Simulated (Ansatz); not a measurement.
Input of an Ansatz 0.2.0 run:

Contents of input.yaml:

```yaml
crystal:
  lattice:
    - [0.0, 3.231, 3.231]
    - [3.231, 0.0, 3.231]
    - [3.231, 3.231, 0.0]
  atoms:
    - { symbol: Pb, position: [0.0, 0.0, 0.0] }
    - { symbol: Te, position: [0.5, 0.5, 0.5] }
hamiltonian:
  xc: pbe
  pseudopotentials: { kind: paw }
  dispersion: d4
kpoints:
  mp_grid: { grid: [7, 7, 7] }
scf:
  occupations: { method: fermi_dirac, width: 0.05 }
output:
  forces: true
  stress: true
  eigenvalues: true
relax:
  f_tol: 0.01
  max_steps: 40
  cell: { stress_tol: 0.05 }
```

Potentials or basis: Ansatz PAW.

Command:

```sh
$ ansatz run input.yaml --threads 2 --pin off --max-ram 5632MiB --backend cpu --events-out ev --progress --plain --runs-dir out
```

Problem. Predict the space group after relaxing (to 0.05 Å).

Solution. Fm-3m (No. 225).

Problem. Estimate the relaxed cell.

Solution. a = 4.577 Å, b = 4.577 Å, c = 4.577 Å, α = 60.00°, β = 60.00°, γ = 60.00°.

Problem. What does it give for the relaxed volume?

Solution. 33.89 Å³/atom.

The path:
| step | energy change (eV) | largest force (eV/Å) | volume (Å³) |
| --- | --- | --- | --- |
| 1 | 0.0000 | 0.0000 | 67.46 |
| 2 | -0.0001 | 0.0000 | 67.78 |
| 3 | -0.0001 | 0.0000 | 67.78 |

Caveat: this odd mesh misses L, where the gap lies, so gap, dielectric constants and Born charges aren't listed; the plane-wave basis is chosen anew once the cell has moved, so the energies of steps on either side of that aren't comparable. Zero-point motion and thermal expansion aren't in these numbers.
